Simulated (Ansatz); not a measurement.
The system is MnS.

```xyz
2
Lattice="0.0000 2.6045 2.6045 2.6045 0.0000 2.6045 2.6045 2.6045 0.0000" Properties=species:S:1:pos:R:3 pbc="T T T"
Mn    0.0000    0.0000    0.0000
S     2.6045    2.6045    2.6045
```

```yaml
Program: Ansatz 0.2.0
Task: single point
Functional: PBEsol
Potentials_or_basis: Ansatz PAW
Cutoff: "420 eV (not typed: the program's choice for these potentials)"
k_mesh: 9 × 9 × 9
Occupations: fermi-dirac, width 0.05 eV
Spin: collinear spin, ferromagnetic start
Starting_moments: "[4.0, 0.0] μB"
```

On this cell: pressure -7.3 GPa; largest force zero by symmetry; net moment 4.68 μB per cell; site moments Mn +4.18; S +0.14 μB; band gap on the k mesh none (metal or under the smearing width).

The same run follows on a disturbed copy (atoms moved at random, drawn with an rms of 0.05 Å):

```
Mn S
1.0
     0.00000    2.60450    2.60450
     2.60450    0.00000    2.60450
     2.60450    2.60450    0.00000
Mn S
1 1
Direct
  0.00369 0.00203 0.98863
  0.50638 0.51126 0.48776
```

Problem. What does the disturbed cell give?

Solution. The energy (extrapolated to zero smearing) moves by +0.8 meV/atom; pressure -7.2 GPa; largest force 0.087 eV/Å; net moment 4.68 μB per cell; site moments Mn +4.16; S +0.14 μB; band gap on the k mesh none (metal or under the smearing width).

Forces on the atoms (eV/Å):
```
Mn   0.049  0.011  0.071
S   -0.049 -0.011 -0.071
```

Caveats: a cell with one magnetic atom can't hold antiferromagnetic order, which such compounds often take; semilocal functionals often make such compounds metallic where correlation or magnetic order opens a gap, which also shifts bond lengths; the PAW data sets come from PBE, with cores solved anew for the run's functional, which leaves a small shift of forces and pressure.
